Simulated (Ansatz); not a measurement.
# BaTiO3 (P1) in Ansatz: a series of runs

One crystal, BaTiO3, is run at these levels: PBE; tasks: relaxation of cell and atoms, single point.

All numbers are computed with Ansatz 0.2.0; they aren't measurements. Logs are shortened: lines on timing, memory, paths and dates and some standing lists are left out, and cuts for length are marked.

### Step 1. The crystal as given

The typed cell holds 10 atoms: a = 5.655 Å, b = 5.655 Å, c = 5.670 Å, α = 60.09°, β = 60.09°, γ = 60.00°.

### Step 2. Relaxation of cell and atoms, PBE

input.yaml reads:

```yaml
crystal:
  lattice:
    - [2.82766816, -4.89766492, 0.0]
    - [5.65533632, 0.0, 0.0]
    - [2.82766816, -1.63255497, 4.63546322]
  atoms:
    - { symbol: Ba, position: [0.91779247, 0.96775091, 0.97383736] }
    - { symbol: Ba, position: [0.57742951, 0.65455723, 0.34893146] }
    - { symbol: Ti, position: [0.85544443, 0.70465259, 0.78240916] }
    - { symbol: Ti, position: [0.2254501, 0.19420324, 0.34593407] }
    - { symbol: O, position: [0.10783783, 0.46592468, 0.94251724] }
    - { symbol: O, position: [0.52682404, 0.06235204, 0.36075773] }
    - { symbol: O, position: [0.62664548, 0.39895374, 0.01956568] }
    - { symbol: O, position: [0.86136909, 0.0487807, 0.56098022] }
    - { symbol: O, position: [0.50457995, 0.98889507, 0.05291614] }
    - { symbol: O, position: [0.8179271, 0.5352298, 0.54825093] }
hamiltonian:
  xc: pbe
  pseudopotentials: { kind: paw }
kpoints:
  mp_grid: { grid: [6, 6, 6] }
scf:
  occupations: { method: fermi_dirac, width: 0.05 }
output:
  forces: true
  stress: true
  eigenvalues: true
relax:
  f_tol: 0.01
  max_steps: 40
  cell: { stress_tol: 0.05 }
```

Potentials or basis: Ansatz PAW.

Run with:

```sh
$ ansatz run input.yaml --threads 4 --pin off --max-ram 11264MiB --backend cpu --events-out ev --progress --plain --runs-dir out
```

Log:

```text
Warning: RAYON_NUM_THREADS=4 ignored (pool sized by the plan → 4); use --threads N
Engine: ansatz 0.2.0, aarch64-unknown-linux-gnu
Pseudopotentials: kind: paw
Pseudopotential: Ba, paw, valence charge 10, recommended cutoff 420 eV (normal), Ba.paw.azcp
Pseudopotential: Ti, paw, valence charge 12, recommended cutoff 420 eV (normal), Ti.paw.azcp
Pseudopotential: O, paw, valence charge 6, recommended cutoff 420 eV (normal), O.paw.azcp
Functional definition: PBE
  parameter kappa = 0.804
  parameter beta = 0.06672455060314922
  exchange = pbe_x(kappa = kappa, mu = beta*pi^2/3)
  correlation = pbe_c(beta = beta)
Crystal: 10 atoms, lattice volume = 128.393 Å³
Basis set: ecut = 420 eV, 2499 PW (Γ), exchange–correlation on 80×80×80 points (8 copies of the dense FFT grid, shifted against one another)
Bands: 50, of which v1, the nominal top of the filled ones, is band 40 counted from 1 (39 counted from 0)
Symmetry: 1 space group operations
Space group: P1 (ITA 1), of the structure as read, at distance tolerance 5.0e-5 Å
k-points: 112 of 216 (time reversal used)
Non-local potential: Ba, projectors of the file, l = 0: 3, l = 1: 2, l = 2: 2, l = 3: 2
Non-local potential: Ti, projectors of the file, l = 0: 3, l = 1: 2, l = 2: 3, l = 3: 1
Non-local potential: O, projectors of the file, l = 0: 2, l = 1: 2, l = 2: 1
PAW form: soft (Blöchl's): semilocal exchange-correlation on the pseudo side does not see the compensation charge
PAW one-centre angular grid: Ba, 194 points (default); XC on 64 Gauss nodes
PAW one-centre angular grid: Ti, 590 points (default); XC on 64 Gauss nodes
PAW one-centre angular grid: O, 110 points (default); XC on 64 Gauss nodes
Initial density: superposition of atomic densities (neutral atoms: chi_scale 0, normalization atom), corrected by the library's trained network
Initial wavefunctions: pseudopotential atomic-orbital guess
Functional: x = pbe(κ = 0.804, μ = 0.2195149727645171), c = pbe(β = 0.06672455060314922)
SCF iter   1: F=—  HF=-20294.376544 eV  |F-HF|=—  |Δ(HF+E_count)|=         —  Δρ=2.37e-2  dr2=6.74e-1  ethr=1.77e-3  ⟨swp⟩=7.2  Hψ=28011  notcnv=0  defer=60
preconditioner: auto → Resta (q_TF=auto, 2.521 Å⁻¹)  ε∞=6.1  [insulator: Δε(μ)=0.652 eV  Ē_g=11.433 eV  σ=0.050 eV  W_gap=1.00  n_scr=26 (ndim 8)  ℏωp=25.8 eV  f_vac=0.044  D(μ)=0.01/eV (n_scr^D=0)  ε∞_Penn≈6.1]
SCF iter   2: F=—  HF=-20294.325647 eV  |F-HF|=—  |Δ(HF+E_count)|=   5.09e-2  Δρ=2.18e-2  dr2=6.83e-1  ethr=8.43e-4  ⟨swp⟩=2.9  Hψ=9586  notcnv=0  defer=112
preconditioner: auto → Kerker (q_TF=auto, 2.521 Å⁻¹)  [metal: Δε(μ)=0.141 eV  Ē_g=11.241 eV  σ=0.050 eV  W_gap=0.50  n_scr=26 (ndim 8)  ℏωp=25.8 eV  f_vac=0.045  D(μ)=0.89/eV (n_scr^D=0)]
SCF iter   3: F=—  HF=-20294.282780 eV  |F-HF|=—  |Δ(HF+E_count)|=   4.29e-2  Δρ=1.01e-2  dr2=1.28e-1  ethr=8.43e-4  ⟨swp⟩=2.0  Hψ=6955  notcnv=0  defer=112
SCF iter   4: F=—  HF=-20294.271465 eV  |F-HF|=—  |Δ(HF+E_count)|=   1.13e-2  Δρ=3.97e-3  dr2=2.02e-2  ethr=1.60e-4  ⟨swp⟩=2.0  Hψ=7846  notcnv=0  defer=112
SCF iter   5: F=—  HF=-20294.269692 eV  |F-HF|=—  |Δ(HF+E_count)|=   1.77e-3  Δρ=1.37e-3  dr2=3.31e-3  ethr=2.53e-5  ⟨swp⟩=2.1  Hψ=10160  notcnv=0  defer=112
SCF iter   6: F=—  HF=-20294.269718 eV  |F-HF|=—  |Δ(HF+E_count)|=   2.51e-5  Δρ=7.00e-4  dr2=1.09e-3  ethr=4.14e-6  ⟨swp⟩=2.2  Hψ=8286  notcnv=0  defer=112
SCF iter   7: F=—  HF=-20294.269758 eV  |F-HF|=—  |Δ(HF+E_count)|=   4.04e-5  Δρ=4.36e-4  dr2=3.56e-4  ethr=1.36e-6  ⟨swp⟩=2.2  Hψ=7860  notcnv=0  defer=112
SCF iter   8: F=—  HF=-20294.269750 eV  |F-HF|=—  |Δ(HF+E_count)|=   8.28e-6  Δρ=1.67e-4  dr2=4.56e-5  ethr=4.44e-7  ⟨swp⟩=2.6  Hψ=8817  notcnv=0  defer=112
SCF iter   9: F=—  HF=-20294.269756 eV  |F-HF|=—  |Δ(HF+E_count)|=   6.04e-6  Δρ=1.19e-4  dr2=2.35e-5  ethr=5.70e-8  ⟨swp⟩=2.0  Hψ=8508  notcnv=0  defer=112
SCF iter  10: F=—  HF=-20294.269755 eV  |F-HF|=—  |Δ(HF+E_count)|=   3.48e-7  Δρ=4.46e-5  dr2=3.61e-6  ethr=2.94e-8  ⟨swp⟩=2.2  Hψ=7779  notcnv=0  defer=112
[... 3 lines left out ...]
SCF 1 converged in 13 iterations: F = -20294.269756 eV  dr2 = 5.88e-8
relax step   1: F+E_penalty+E_count = -20294.26975586 eV  Δ(F+E_penalty+E_count) = +0.000e0 eV  max|allowed force component| = 1.752e1 eV/Å  Δτ_max = 0.0000 Å  P = +64.744 GPa  Ω = 128.393 Å³  (13 SCF iters, dr2 threshold 1.00e-7 eV, accepted)
Crystal: 10 atoms, lattice volume = 136.013 Å³
[... 152 lines left out ...]
[... 1 line left out ...]
SCF iter   3: F=—  HF=-20319.264694 eV  |F-HF|=—  |Δ(HF+E_count)|=   5.41e-6  Δρ=3.95e-6  dr2=1.09e-9  ethr=3.94e-11  ⟨swp⟩=2.2  Hψ=9110  notcnv=0
iter 4 did not close the SCF: its close was put off for the readings that it lacked (scf_convergence_deferred on its scf_iter line)
SCF iter   4: F=-20319.264694 eV  HF=-20319.264694 eV  |F-HF|=2.84e-10  |Δ(HF+E_count)|=   1.37e-7  Δρ=2.22e-7  dr2=1.78e-11  ethr=1.36e-12  ⟨swp⟩=2.0  Hψ=9650  notcnv=0
iter 5 did not close the SCF: its close was put off for the readings that it lacked (scf_convergence_deferred on its scf_iter line)
SCF iter   5: F=-20319.264694 eV  HF=-20319.264694 eV  |F-HF|=0.00e0  |Δ(HF+E_count)|=  2.87e-10  Δρ=3.02e-8  dr2=1.34e-12  ethr=1.00e-12  ⟨swp⟩=1.0  Hψ=5600  notcnv=0
iter 6 did not close the SCF: its close was put off for the readings that it lacked (scf_convergence_deferred on its scf_iter line)
SCF iter   6: F=-20319.264694 eV  HF=-20319.264694 eV  |F-HF|=3.64e-12  |Δ(HF+E_count)|=    0.00e0  Δρ=7.73e-9  dr2=8.08e-14  ethr=1.00e-12  ⟨swp⟩=1.0  Hψ=5602  notcnv=0
iter 7 did not close the SCF: its close was put off for the readings that it lacked (scf_convergence_deferred on its scf_iter line)
SCF iter   7: F=-20319.264694 eV  HF=-20319.264694 eV  |F-HF|=3.64e-12  |Δ(HF+E_count)|=  7.28e-12  Δρ=1.56e-9  dr2=2.21e-15  ethr=1.00e-12  ⟨swp⟩=1.0  Hψ=5604  notcnv=0
SCF iter   8: F=-20319.264694 eV  HF=-20319.264694 eV  |F-HF|=7.28e-12  |Δ(HF+E_count)|=  7.28e-12  Δρ=5.00e-10  dr2=2.74e-16  ethr=1.00e-12  ⟨swp⟩=3.4  Hψ=13642  notcnv=0
SCF 13 converged in 8 iterations: F = -20319.264694 eV  dr2 = 2.74e-16
relax step  13: F+E_penalty+E_count = -20319.26469441 eV  Δ(F+E_penalty+E_count) = -1.215e-3 eV  max|allowed force component| = 9.818e-4 eV/Å  Δτ_max = 0.0000 Å  P = +0.021 GPa  Ω = 133.816 Å³  stress off target by 3.26e-2 GPa  SCF on the basis re-selected at this cell (its energy is not comparable with the rows above)  (8 SCF iters)
basis re-selected at this cell: Δ(F+E_penalty+E_count) = -1.215e-3 eV, ΔP = +0.007 GPa vs the last step (what re-selecting the basis moved, of the pressure what is left beyond the Pulay correction that the steps carried, after the strain that the cell walked since its last selection, with what the two solves' SCF thresholds leave and, on support functions, any second-order correction that the steps lacked; it is no measure of the basis error at this ecutwfc). This SCF's stress stands 3.26e-2 GPa from its target on what of the cell is left free (relax.cell.stress_tol is 5.00e-2 GPa) and its largest allowed force component is 9.82e-4 eV/Å (relax.f_tol is 1.00e-2 eV/Å): within both
SCF converged after 8 iterations
Free energy (F): -20319.264694 eV
Harris-Foulkes:  -20319.264694 eV  (|F-HF|=7.28e-12)
Internal energy: -20319.264694 eV  (E = F + TS)
E sigma→0 (E₀):  -20319.264694 eV
Fermi energy:    10.954642 eV
--- Per-component energies (eV) ---
  E_band       = -325.325374
  E_kinetic    = 1937.370408
  E_local      = -4364.882508  (includes V_loc(G=0)·N_el)
  E_nonlocal   = 407.835091
  E_hartree    = 1701.822575
  E_xc         = -981.696015
  E_vxc        = -1090.503681  (∫ρ·V_xc dr)
  E_paw        = -13489.503663  (= ΣΔE_a)
  E_vpaw       = -618.804596  (= ΣTr[D̂ρ^β])
  E_aug_tail   = 0.014762  (compensation charges beyond the density's cutoff)
  E_ewald      = -5530.225344
  E_smearing   = -0.000000  (= −TS)
  E_closure    = 0.000000  (closes the sum)
  Σ components = -20319.264694   (vs F -20319.264694, Δ=0.00e0)
--- Forces (eV/Å), atoms counted from 1 ---
  atom   1  Ba    -0.00077263    -0.00059552     0.00038189
  atom   2  Ba    -0.00034386    -0.00033203    -0.00029106
  atom   3  Ti    -0.00023186     0.00031737     0.00098178
  atom   4  Ti    -0.00053613    -0.00028579    -0.00028135
  atom   5  O     -0.00004588     0.00039040    -0.00055118
  atom   6  O      0.00052734     0.00003896    -0.00003283
  atom   7  O      0.00027130    -0.00006988    -0.00049814
  atom   8  O      0.00016614     0.00015040    -0.00001387
  atom   9  O      0.00072934     0.00034312     0.00010161
  atom  10  O      0.00023628     0.00004299     0.00020337
  max |Σ_I F_I| component: 2.25e-7 eV/Å
--- Stress (GPa, compression-positive) ---
        0.028035       0.006570      -0.003141
        0.006570       0.020742      -0.001910
       -0.003141      -0.001910       0.013788
  P = ⅓ Tr σ = 0.0209 GPa (0.209 kbar)
--- Band table (eV; the first three rows and the last of 112) ---
  k-point 0: bands = ["-46.5641", "-46.5621", "-22.8703", "-22.8700", "-22.8673", "-22.8322", "-22.8319", "-22.8296", "-15.0939", "-14.8792", "-7.0213", "-6.3595", "-6.3591", "-6.2166", "-6.1924", "-6.1919", "-0.8876", "-0.8871", "-0.8712", "-0.2667", "-0.2663", "-0.2660", "5.4901", "6.2168", "6.2171", "7.3132", "7.3135", "7.3768", "7.4849", "7.4850", "7.4854", "8.2808", "8.2813", "8.6340", "8.9846", "9.1335", "9.1335", "9.6049", "9.6059", "9.6376", "12.2647", "12.2664", "12.4541", "13.8473", "14.0643", "14.0649", "14.1905", "14.1907", "14.8085", "14.8106"]
[... 3 lines left out ...]
--- Relaxed structure (11 steps of the walk, 11 accepted, 2 SCFs on fresh bases) ---
  F+E_penalty+E_count = -20319.26469441 eV   max|allowed force component| = 9.818e-4 eV/Å   (the final SCF, on the basis selected at the relaxed cell)
  cell:  # Å, volume = 133.8157 Å³
    - [2.863181517524139, -4.95934309642359, 9.549346411654586e-5]
    - [5.756028482101815, 0.01712735384221675, -0.012665568713776696]
    - [2.8626885168734364, -1.6534893772775767, 4.675502078599066]
  atoms:
    - { symbol: Ba, position: [1.0067167349544361, 0.9883324902696895, 0.9982407294137586] }
    - { symbol: Ba, position: [0.5067173072424975, 0.48831298326229045, 0.49825987900511814] }
    - { symbol: Ti, position: [0.7638489277659354, 0.7169453933902824, 0.7553914059908069] }
    - { symbol: Ti, position: [0.26383808118248037, 0.21694638644713143, 0.2553972722881858] }
    - { symbol: O, position: [-0.006867381943401196, 0.5184736050751093, 0.9845954317249257] }
    - { symbol: O, position: [0.49312258222777516, 0.018449645165701883, 0.48459385353323137] }
    - { symbol: O, position: [0.5038049443587136, 0.518456104762549, -0.015389321461830597] }
    - { symbol: O, position: [1.003788421770839, 0.01847005631749868, 0.4845967031134274] }
    - { symbol: O, position: [0.4931610446341264, 1.018453401689394, -0.004791970107205077] }
    - { symbol: O, position: [0.9931693378065969, 0.5184599336203518, 0.49520600649958213] }
```

Run time: 4.4 min. Hardware: 4 threads of Arm Neoverse V2, shared host; peak memory 0.86 GiB.

Results:

```
Free energy                            : -20319.2647 eV
Relaxed volume                         : 13.38 Å³/atom
Relaxed cell                           : a = 5.727 Å, b = 5.756 Å, c = 5.726 Å, α = 60.18°, β = 60.00°, γ = 60.17°
Space group after relaxing (to 0.05 Å) : R3m (No. 160)
Energy gained by relaxing              : 2499.5 meV/atom
Ionic steps                            : 13
Pressure after relaxing                : 0.0 GPa
Band gap on the k mesh                 : 2.63 eV, direct
```

Step by step:
| step | energy change (eV) | largest force (eV/Å) | volume (Å³) |
| --- | --- | --- | --- |
| 1 | 0.0000 | 20.2787 | 128.39 |
| 2 | -11.3100 | 10.9180 | 136.01 |
| 3 | -18.3215 | 5.8223 | 141.02 |
| 4 | -21.9287 | 3.0076 | 141.50 |
| 5 | -23.9085 | 1.4064 | 137.56 |
| 6 | -24.8312 | 0.5063 | 132.60 |
| 7 | -24.9709 | 0.1142 | 132.87 |
| 8 | -24.9733 | 0.0143 | 133.31 |
| 9 | -24.9728 | 0.0157 | 133.52 |
| 10 | -24.9731 | 0.0004 | 133.45 |
| 11 | -24.9946 | 0.0005 | 133.45 |
| 12 | -24.9937 | 0.0011 | 133.82 |
| 13 | -24.9949 | 0.0011 | 133.82 |

Final structure:
```
Ba Ti O
1.0
     2.86318   -4.95934    0.00010
     5.75603    0.01713   -0.01267
     2.86269   -1.65349    4.67550
Ba Ti O
2 2 6
Cartesian
  11.4289 -6.6263 4.6549
  5.6879 -3.3285 2.3235
  8.4762 -5.0249 3.5228
  2.7353 -1.7270 1.1914
  5.7833 -1.5851 4.5969
  2.9053 -3.2465 2.2655
  4.3827 -2.4642 -0.0785
  4.3676 -5.7791 2.2656
  7.2605 -2.4204 -0.0353
  7.2455 -5.7354 2.3089
```

Levels at points of the mesh, in eV from the valence-band top:
```csv
k point,band 37,band 38,band 39,band 40,band 41,band 42,band 43,band 44
"(0.00, 0.00, 0.00)",-0.50,-0.03,-0.03,0.00,2.63,2.63,2.82,4.21
"(0.00, 0.00, -0.50)",-0.59,-0.59,-0.58,-0.58,3.29,3.29,3.61,3.61
"(0.00, -0.50, 0.00)",-0.73,-0.73,-0.53,-0.53,3.55,3.55,3.58,3.58
"(0.00, -0.50, -0.50)",-0.88,-0.84,-0.81,-0.06,2.77,3.77,3.87,3.88
"(-0.50, 0.00, 0.00)",-0.59,-0.59,-0.58,-0.58,3.29,3.29,3.61,3.61
"(-0.50, 0.00, -0.50)",-0.88,-0.84,-0.81,-0.06,2.77,3.77,3.87,3.88
"(-0.50, -0.50, 0.00)",-0.88,-0.84,-0.81,-0.06,2.77,3.77,3.87,3.88
"(-0.50, -0.50, -0.50)",-0.59,-0.59,-0.58,-0.58,3.29,3.29,3.61,3.61
```

Caveat: the plane-wave basis is chosen anew once the cell has moved, so the energies of steps on either side of that aren't comparable; the pressure holds a Pulay correction of +0.5 GPa for the finite cutoff; spin-orbit coupling is left out, which moves the levels of the heavy elements. A k mesh can miss the band edges.

### Step 3. Single point, PBE

Edit input.yaml of step 2 so:

```diff
@@ -23,2 +23,4 @@
   occupations: { method: fermi_dirac, width: 0.05 }
+basis:
+  ecutwfc: "250 eV"
 output:
@@ -27,5 +29,5 @@
   eigenvalues: true
-relax:
-  f_tol: 0.01
-  max_steps: 40
-  cell: { stress_tol: 0.05 }
+  write_density: true
+  write_potential: true
+  elf: true
+  volumetric_format: npy
```

Potentials or basis: Ansatz PAW.

Run with:

```sh
$ ansatz run input.yaml --threads 4 --pin off --max-ram 11264MiB --backend cpu --events-out ev --progress --plain --runs-dir out
```

Wall time 13 s (4 threads of Arm Neoverse V2, shared host); peak memory 0.56 GiB.

Results (log left out):

```yaml
Free_energy: -20281.0531 eV
Pressure: 65.4 GPa
Largest_force: 20.409 eV/Å
Band_gap_on_the_k_mesh: 0.35 eV, indirect (least direct gap 0.41 eV)
```

Forces on the atoms (eV/Å):
```
Ba    9.971  -9.388  -0.930
Ba  -17.548   3.614   9.775
Ti   -9.891   5.172  -1.541
Ti    1.754  10.960  -5.040
O    -0.451  -3.169   1.005
O     4.706  -7.560   7.914
O     4.215   2.153  -0.399
O     1.424  -1.091  -4.811
O     1.430  10.541  -8.671
O     4.390 -11.231   2.698
```

Stress tensor (GPa, compression positive):
```
 61.85  -2.41  -7.99
 -2.41  69.44 -22.09
 -7.99 -22.09  64.83
```

Levels at points of the mesh, in eV from the valence-band top:
```
              k point  band 37  band 38  band 39  band 40  band 41  band 42  band 43  band 44
   (0.00, 0.00, 0.00)    -2.17    -1.29    -0.54    -0.10     0.42     0.94     1.29     1.68
  (0.00, 0.00, -0.50)    -1.79    -1.57    -0.84    -0.36     0.65     1.08     1.35     1.56
  (0.00, -0.50, 0.00)    -2.13    -1.40    -0.33     0.00     0.41     1.06     1.29     1.66
 (0.00, -0.50, -0.50)    -2.15    -1.47    -0.64    -0.35     0.57     1.09     1.48     1.83
  (-0.50, 0.00, 0.00)    -2.18    -1.55    -0.87    -0.21     0.44     0.79     1.31     1.59
 (-0.50, 0.00, -0.50)    -1.97    -1.72    -0.87    -0.32     0.42     1.06     1.28     1.74
 (-0.50, -0.50, 0.00)    -2.26    -1.36    -0.52    -0.19     0.53     0.98     1.29     1.74
(-0.50, -0.50, -0.50)    -2.39    -1.28    -0.58    -0.17     0.35     0.95     1.19     1.59
```

Caveat: a pressure of tens of GPa on the cell as given is suspect, and the run, the potentials or the cell itself is likely at fault; the pressure holds a Pulay correction of +78.2 GPa for the finite cutoff; spin-orbit coupling is left out, which moves the levels of the heavy elements; forces of over 1 eV/Å show positions far from the minimum, so gaps and moduli don't describe the material at rest; the cutoff lies under the one recommended for these potentials. As with any semilocal functional, this PBE gap is likely too small.

### Step 4. Single point, PBE

Edit input.yaml of step 3 so:

```diff
@@ -20,7 +20,5 @@
 kpoints:
-  mp_grid: { grid: [6, 6, 6] }
+  mp_grid: { grid: [10, 10, 10] }
 scf:
   occupations: { method: fermi_dirac, width: 0.05 }
-basis:
-  ecutwfc: "250 eV"
 output:
@@ -29,5 +27 @@
   eigenvalues: true
-  write_density: true
-  write_potential: true
-  elf: true
-  volumetric_format: npy
```

Run with:

```sh
$ ansatz run input.yaml --threads 4 --pin off --max-ram 11264MiB --backend cpu --events-out ev --progress --plain --runs-dir out
```

Wall time 1.9 min (4 threads of Arm Neoverse V2, shared host); peak memory 2.2 GiB.

The run converged. Its results:

* Free energy: -20294.2698 eV
* Pressure: 64.7 GPa
* Largest force: 20.279 eV/Å
* Band gap on the k mesh: 0.37 eV, indirect (least direct gap 0.44 eV)

Forces in eV/Å, atoms in the order of the input:
```
Ba    9.752  -9.635  -1.002
Ba  -17.522   3.473   9.598
Ti   -9.455   4.795  -1.334
Ti    2.166  10.911  -4.954
O    -0.398  -2.804   0.911
O     4.830  -7.192   8.121
O     4.373   2.276  -0.207
O     1.129  -1.099  -4.591
O     0.998  10.453  -8.935
O     4.127 -11.178   2.393
```

Stress tensor (GPa, compression positive):
```
 61.97  -2.60  -6.96
 -2.60  67.90 -21.23
 -6.96 -21.23  64.36
```

Levels at points of the mesh, in eV from the valence-band top:
```
              k point  band 36  band 37  band 38  band 39  band 40  band 41  band 42  band 43  band 44  band 45
   (0.00, 0.00, 0.00)    -2.62    -2.17    -1.31    -0.57    -0.12     0.42     0.94     1.29     1.65     2.26
  (0.00, 0.00, -0.50)    -2.55    -1.79    -1.59    -0.83    -0.36     0.68     1.09     1.37     1.58     2.22
  (0.00, -0.50, 0.00)    -2.44    -2.13    -1.40    -0.29     0.00     0.44     1.07     1.32     1.67     2.35
 (0.00, -0.50, -0.50)    -2.38    -2.12    -1.47    -0.63    -0.33     0.61     1.10     1.47     1.85     2.08
  (-0.50, 0.00, 0.00)    -2.51    -2.19    -1.54    -0.87    -0.21     0.46     0.82     1.32     1.61     1.99
 (-0.50, 0.00, -0.50)    -2.47    -1.95    -1.70    -0.87    -0.32     0.44     1.07     1.29     1.75     2.23
 (-0.50, -0.50, 0.00)    -2.78    -2.28    -1.35    -0.51    -0.18     0.56     1.00     1.30     1.76     2.30
(-0.50, -0.50, -0.50)    -2.58    -2.39    -1.29    -0.57    -0.15     0.37     0.98     1.22     1.61     2.36
```

Caveat: a pressure of tens of GPa on the cell as given is suspect, and the run, the potentials or the cell itself is likely at fault; the pressure holds a Pulay correction of +0.5 GPa for the finite cutoff; spin-orbit coupling is left out, which moves the levels of the heavy elements; forces of over 1 eV/Å show positions far from the minimum, so gaps and moduli don't describe the material at rest. A k mesh can miss the band edges.

### Step 5. Overview

| task | cell | k mesh | cutoff (eV) | gap on the mesh (eV) | pressure (GPa) | largest force (eV/Å) |
| --- | --- | --- | --- | --- | --- | --- |
| relaxation of cell and atoms | relaxed | 6 × 6 × 6 | 420 | 2.63 | 0.0 | - |
| single point | as given | 6 × 6 × 6 | 250 | 0.35 | 65.4 | 20.41 |
| single point | as given | 10 × 10 × 10 | 420 | 0.37 | 64.7 | 20.28 |

Alike in all rows: level PBE; potentials or basis Ansatz PAW; no spin polarisation; smearing fermi-dirac 0.05 eV.

Caveats: spin-orbit coupling is left out, which moves the levels of the heavy elements; a pressure of tens of GPa on the cell as given is suspect, and the run, the potentials or the cell itself is likely at fault (some runs); forces of over 1 eV/Å show positions far from the minimum, so gaps and moduli don't describe the material at rest (some runs); the plane-wave basis is chosen anew once the cell has moved, so the energies of steps on either side of that aren't comparable (some runs); the pressure holds a Pulay correction of +78.2 GPa for the finite cutoff (some runs); the cutoff lies under the one recommended for these potentials (some runs).

Total energies depend on the potentials used, so only differences within one code and one set of settings carry meaning.
